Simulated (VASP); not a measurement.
A run of VASP 6.6.1:

Contents of INCAR:

```
SYSTEM = K
ALGO = Normal
EDIFF = 1E-6
ENCUT = 520
GGA = RE
ISIF = 2
ISMEAR = -1
LASPH = .TRUE.
LCHARG = .FALSE.
LREAL = .FALSE.
LWAVE = .FALSE.
NBANDS = 10
NELM = 60
PREC = Accurate
SIGMA = 0.1
```

Contents of KPOINTS:

```
k-points
0
G
  12 12 12
  0 0 0
```

File POSCAR:

```
K
1.0
    4.4083149871      0.0000000000      0.0000000000
    0.0000000000      4.4083149871      0.0000000000
    0.0000000000      0.0000000000      4.4083149871
K
1
Direct
    0.0000000000      0.0000000000      0.0000000000
```

Potentials or basis: VASP PAW PBE potentials, release 64 (K_sv).

Launch:

```console
$ cat potpaw_PBE.64/K_sv/POTCAR > POTCAR
$ mpirun -np 1 vasp_std > vasp.out
```

Hardware: 1 thread of Intel(R) Xeon(R) Platinum 8488C (Sapphire Rapids), on a shared host.

Question: How long does it take, and how much memory?

Answer: Wall time 23 s on 1 thread of Intel(R) Xeon(R) Platinum 8488C (Sapphire Rapids) (shared host), peak memory 0.23 GiB. Counts: scf iterations 10, k points 84.
